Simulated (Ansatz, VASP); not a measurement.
## Y: VASP beside Ansatz

Contents of POSCAR:

```
Y
1.0
    3.5143210000      0.0000000000      0.0000000000
    1.7571605000      3.0434912631      0.0000000000
    1.7571605000      1.0144970877      2.8694310808
Y
1
Direct
    0.0000000000      0.0000000000      0.0000000000
```

INCAR.step1

```
PREC = Accurate
ENCUT = 520
ISMEAR = 1
SIGMA = 0.2
LREAL = F
LASPH = T
NELM = 100
NBANDS = 12
GGA = PE
ALGO = Normal
EDIFF = 1E-4
LWAVE = T
LCHARG = F
```

Contents of INCAR.step2:

```
PREC = Accurate
ENCUT = 520
EDIFF = 1E-6
ISMEAR = 1
SIGMA = 0.2
LREAL = F
LASPH = T
NELM = 100
ALGO = Normal
ISIF = 2
LWAVE = F
LCHARG = F
METAGGA = R2SCAN
LMIXTAU = T
NBANDS = 12
ISTART = 1
```

File KPOINTS:

```
regular mesh
0
Gamma
  10 10 10
```

Input for Ansatz:

```yaml
crystal:
  lattice:
    - [3.514321, 0.0, 0.0]
    - [1.7571605000000003, 3.0434912630531317, 0.0]
    - [1.7571605000000003, 1.0144970876843775, 2.8694310807825065]
  atoms:
    - { symbol: "Y", position: [0.0, 0.0, 0.0] }
basis:
  ecutwfc: 500.0
kpoints:
  mp_grid:
    grid: [10, 10, 10]
hamiltonian:
  xc: r2scan
scf:
  occupations:
    method: methfessel_paxton
    width: 0.2
output:
  stress: true
```

This isn't the form of Y at room conditions, which is hcp.

Alike in both runs: task single point; functional r2SCAN; k mesh 10 × 10 × 10; occupations methfessel-paxton of order 1, width 0.2 eV; no spin polarisation.

|  | VASP | Ansatz |
| --- | --- | --- |
| version | VASP 6.6.1 | Ansatz 0.2.0 |
| potentials or method | VASP PAW PBE potentials, release 64 (Y_sv) | plane waves, PAW |
| plane-wave cutoff (eV) | 520 | 500 |
| valence electrons in the cell | 11 | 11 |

```tsv
	VASP	Ansatz	Ansatz less VASP
pressure (GPa)	3.3	3.2	-0.08
```

Caveats: the PAW data sets were made with another functional, which shifts forces and pressure a little (VASP).
